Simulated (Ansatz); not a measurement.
The system is Ni.

```
Ni
1.0
    -1.38372    1.38372    1.38372
     1.38372   -1.38372    1.38372
     1.38372    1.38372   -1.38372
Ni
1
Direct
  0.00000 0.00000 0.00000
```

This isn't the form of Ni at room conditions, which is fcc.

Base run:

| Item | Value |
| --- | --- |
| Program | Ansatz 0.2.0 |
| Functional | PBE |
| Potentials or basis | Ansatz PAW |
| Cutoff | 420 eV (not typed: the program's choice for these potentials) |
| k mesh | 11 × 11 × 11 |
| Occupations | fermi-dirac, width 0.05 eV |
| Spin | collinear spin, ferromagnetic start |
| Starting moments | [2.0] μB |
| Fixed moment | 2 μB |

Its results: pressure 38.4 GPa; site moments Ni +1.78 μB.

Question: The run is repeated on the same cell with these changes: fixed moment from 2 μB to 1.2 μB; moments at the start from [2.0] to [1.2]. What comes out?

Answer: Pressure 15.6 GPa; site moments Ni +1.16 μB.

Caveats: the total moment is fixed, so each spin has its own Fermi level; the thresholds are loose for stress; a pressure of tens of GPa on the cell as given is suspect, and the run, the potentials or the cell itself is likely at fault (some runs).
